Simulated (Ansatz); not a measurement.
Input for Ansatz (plane-wave DFT, PAW):

```yaml
crystal:
  lattice:
    - [0.0, 2.3712452658, 2.3712452658]
    - [2.3712452658, 0.0, 2.3712452658]
    - [2.3712452658, 2.3712452658, 0.0]
  atoms:
    - { symbol: Hg, position: [0.0, 0.0, 0.0] }
basis:
  ecutwfc: 420
kpoints:
  mp_grid: { grid: [12, 12, 12] }
hamiltonian:
  xc: pbe
scf:
  occupations: { method: gaussian, width: 0.05 }
output:
  forces: true
  stress: true
  eigenvalues: true
```

Command:
```bash
ansatz run input.yaml --threads 1 --pin off --max-ram 1331MiB --backend cpu --events-out ev --progress --plain --runs-dir out
```

Theory: DFT PBE, scalar-relativistic, plane waves, PAW in Ansatz.

Part of what the program printed, abridged (iterations and final results):

```
SCF iter   1: F=—  HF=-13813.429644 eV  |F-HF|=—  |Δ(HF+E_count)|=         —  Δρ=8.95e-4  dr2=1.44e-4  ethr=1.77e-3  ⟨swp⟩=5.6  Hψ=5314  notcnv=0
SCF iter   2: F=—  HF=-13813.430023 eV  |F-HF|=—  |Δ(HF+E_count)|=   3.79e-4  Δρ=4.58e-4  dr2=3.63e-5  ethr=7.21e-7  ⟨swp⟩=2.6  Hψ=2288  notcnv=0
SCF iter   3: F=—  HF=-13813.430040 eV  |F-HF|=—  |Δ(HF+E_count)|=   1.71e-5  Δρ=3.71e-5  dr2=1.96e-7  ethr=1.82e-7  ⟨swp⟩=2.1  Hψ=1172  notcnv=0
SCF iter   4: F=-13813.430040 eV  HF=-13813.430040 eV  |F-HF|=2.94e-8  |Δ(HF+E_count)|=   6.89e-8  Δρ=1.37e-5  dr2=4.77e-8  ethr=9.80e-10  ⟨swp⟩=2.1  Hψ=1697  notcnv=0
SCF iter   5: F=-13813.430040 eV  HF=-13813.430040 eV  |F-HF|=7.42e-10  |Δ(HF+E_count)|=   7.12e-9  Δρ=1.52e-6  dr2=4.35e-10  ethr=2.38e-10  ⟨swp⟩=2.0  Hψ=1428  notcnv=0
SCF iter   6: F=-13813.430040 eV  HF=-13813.430040 eV  |F-HF|=7.64e-11  |Δ(HF+E_count)|=  7.60e-10  Δρ=4.87e-7  dr2=4.58e-11  ethr=2.17e-12  ⟨swp⟩=1.1  Hψ=2642  notcnv=0
SCF 1 converged in 6 iterations: F = -13813.430040 eV  dr2 = 4.58e-11
SCF converged after 6 iterations
Free energy (F): -13813.430040 eV
Harris-Foulkes:  -13813.430040 eV  (|F-HF|=7.64e-11)
Internal energy: -13813.429681 eV  (E = F + TS)
E sigma→0 (E₀):  -13813.429860 eV
Entropy (-TS):   -0.000359 eV (-0.359 meV/atom)
Fermi energy:    12.241649 eV
--- Per-component energies (eV) ---
  E_band       = -426.116969
  E_kinetic    = 604.548144
  E_local      = -2683.794531  (includes V_loc(G=0)·N_el)
  E_nonlocal   = 72.597305
  E_hartree    = 1143.226146
  E_xc         = -220.485548
  E_vxc        = -262.287941  (∫ρ·V_xc dr)
  E_paw        = -9945.314619  (= ΣΔE_a)
  E_vpaw       = -443.633252  (= ΣTr[D̂ρ^β])
  E_aug_tail   = 0.000916  (compensation charges beyond the density's cutoff)
  E_ewald      = -2784.207496
  E_smearing   = -0.000359  (= −TS)
--- Forces (eV/Å), atoms counted from 1 ---
  atom   1  Hg     0.00000000     0.00000000     0.00000000
--- Stress (GPa, compression-positive) ---
        0.820776       0.000000       0.000000
        0.000000       0.820776       0.000000
        0.000000       0.000000       0.820776
  P = ⅓ Tr σ = 0.8208 GPa (8.208 kbar)
--- Band table (eV; the first three rows and the last of 72) ---
  k-point 0: bands = ["-101.9311", "-50.3679", "-50.3679", "-50.3679", "4.4573", "5.8938", "5.8938", "5.8938", "6.3870", "6.3870", "25.3228", "26.0453", "26.0453", "26.0453"]
  k-point 1: bands = ["-101.9311", "-50.3693", "-50.3682", "-50.3682", "4.6156", "5.8813", "5.9245", "5.9245", "6.3798", "6.3798", "24.2830", "25.4809", "25.9498", "25.9498"]
  k-point 2: bands = ["-101.9310", "-50.3729", "-50.3688", "-50.3688", "5.0202", "5.9241", "5.9855", "5.9855", "6.3862", "6.3862", "21.4600", "25.5912", "25.6432", "25.6432"]
  k-point 71: bands = ["-101.9304", "-50.3817", "-50.3817", "-50.3761", "5.6384", "5.8900", "5.8900", "6.4342", "6.9189", "12.4660", "15.4417", "15.4417", "17.3677", "29.1822"]
```

The run converged.

Spin–orbit coupling is left out, which can shift energies with elements as heavy as these.